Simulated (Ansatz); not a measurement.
Crystal: Ga.

```
Ga
1.0
     2.71648    0.00000    0.00000
     0.00000    2.71648    0.00000
     0.00000    0.00000    2.71648
Ga
1
Direct
  0.00000 0.00000 0.00000
```

The cell was built by a generator and needn't be a form met in nature.

* Program: Ansatz 0.2.0
* Task: relaxation of cell and atoms
* Functional: PBE0
* Potentials or basis: Ansatz PAW
* Cutoff: 420 eV (not typed: the program's choice for these potentials)
* k mesh: 5 × 5 × 5
* Occupations: fermi-dirac, width 0.05 eV
* Spin: no spin polarisation

At the start: volume 20.05 Å³/atom.

How do energy, volume and symmetry change on relaxing?

It ends after 4 steps and the volume is 19.40 Å³/atom (-3.2 %); space group Pm-3m (No. 221, to 0.05 Å).

Step by step:
```
step  energy change (eV)  largest force (eV/Å)  volume (Å³)
   1              0.0000                0.0000        20.05
   2             -0.0038                0.0000        19.48
   3             -0.0039                0.0000        19.40
   4             -0.0034                0.0000        19.40
```

Final structure:
```cif
data_structure
_symmetry_space_group_name_H-M 'P 1'
_symmetry_Int_Tables_number 1
_cell_length_a 2.6870
_cell_length_b 2.6870
_cell_length_c 2.6870
_cell_angle_alpha 90.000
_cell_angle_beta 90.000
_cell_angle_gamma 90.000
_cell_volume 19.40
loop_
_atom_site_label
_atom_site_type_symbol
_atom_site_fract_x
_atom_site_fract_y
_atom_site_fract_z
_atom_site_occupancy
Ga1 Ga 0.00000 0.00000 0.00000 1
```

Caveat: the k mesh is coarse (spacing up to 0.46 Å⁻¹), so the values aren't converged, least of all with exact exchange; the plane-wave basis is chosen anew once the cell has moved, so the energies of steps on either side of that aren't comparable; the PAW data sets come from PBE, with cores solved anew for the run's functional, which leaves a small shift of forces and pressure.
